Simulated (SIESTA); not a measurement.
Crystal: C.

```
C
1.0
     0.00000    1.78337    1.78337
     1.78337    0.00000    1.78337
     1.78337    1.78337    0.00000
C
2
Direct
  0.75000 0.75000 0.75000
  0.50000 0.50000 0.50000
```

This isn't the form of C at room conditions, which is graphite.

Base run:

- Program: SIESTA 5.4.2
- Functional: PBE
- Potentials or basis: PseudoDojo 0.4 standard (PBE files)
- Basis: DZP (energy shift 0.002 Ry)
- Grid cutoff: 500 Ry
- Energy shift: 0.002 Ry
- k mesh: 13 × 13 × 13
- Occupations: fermi-dirac, width 0.05 eV
- Spin: no spin polarisation

Its results: band gap on the k mesh 4.29 eV, indirect (least direct gap 5.69 eV); pressure 10.2 GPa.

Question: The run is repeated on the same cell with these changes: basis from DZP (energy shift 0.002 Ry) to DZ (energy shift 0.002 Ry). What comes out?

Answer: Band gap on the k mesh 5.73 eV, indirect (least direct gap 5.77 eV); pressure 11.9 GPa.

Caveats: the basis of atomic orbitals isn't converged, which shifts pressures, moduli and gaps; an odd mesh through Γ misses points on the zone boundary, where band edges often lie (some runs); the basis has no polarisation orbitals (some runs).

Not every run made on this cell is shown here.
